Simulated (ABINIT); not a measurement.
The system is Fe.

```
Fe
1.0
     2.43416    0.00000    0.00000
    -1.21708    2.10804    0.00000
     0.00000    0.00000    3.84193
Fe
2
Cartesian
  1.2171 0.7027 2.8815
  0.0000 1.4054 0.9605
```

This isn't the form of Fe at room conditions, which is bcc.

Base run:

| Item | Value |
| --- | --- |
| Program | ABINIT 10.8.3 (patched build) |
| Functional | r2SCAN |
| Potentials or basis | SG15 NC PBE v1.2 |
| Cutoff | 1306 eV |
| k mesh | 12 × 12 × 7 |
| Occupations | fermi-dirac, width 0.05 eV |
| Spin | collinear spin, ferromagnetic start |
| Starting moments | [3.0, 3.0] μB |

Its results: band gap on the k mesh none (metal or under the smearing width); pressure 61.1 GPa; net moment 5.33 μB per cell; site moments Fe +2.76 μB.

Q: The run is repeated on the same cell with these changes: potentials or basis from SG15 NC PBE v1.2 to Ansatz PAW PBE default generated set, frozen core; cutoff from 1306 eV to 490 eV. What comes out?

A: Band gap on the k mesh none (metal or under the smearing width); pressure 56.4 GPa; net moment 5.16 μB per cell; site moments Fe +2.58 μB.

Caveats: a pressure of tens of GPa on the cell as given is suspect, and the run, the potentials or the cell itself is likely at fault; the potentials were made for another functional, which shifts forces and pressure (some runs); the PAW data sets were made with another functional, which shifts forces and pressure a little (some runs); the atomic spheres overlap (some runs).
